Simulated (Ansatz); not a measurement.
Crystal: TaC, rock salt type, 2 atoms in the cell.

The calculation used HSE06, plane waves, all-electron PAW datasets generated for the crystal, Dirac's equation for the inner shells Ta 4p, Ta 4d and those below them, point nucleus (Ansatz).

Cutoff 560 eV; exchange singularity: regularized; k-mesh 4×4×4 Γ-centred; Fermi–Dirac smearing of 0.1 eV; no spin polarisation; no spin–orbit coupling.

What equilibrium volume, lattice constant and bulk modulus does this give?

V₀ = 11.048 Å³/atom (a₀ = 4.454 Å), B₀ = 347 GPa, B₀′ = 4.11. The points behind the fit:

```tsv
V (Å³/atom)	a (Å)	E − E(min) (meV/atom)	P (GPa)
10.340	4.3572	54.81	26.29
10.677	4.4041	14.14	12.69
11.015	4.4499	0.00	1.06
11.352	4.4949	8.49	-8.89
11.689	4.5390	36.40	-17.41
```

The k-mesh is coarse, so these values belong to this mesh and can lie far from the converged ones.
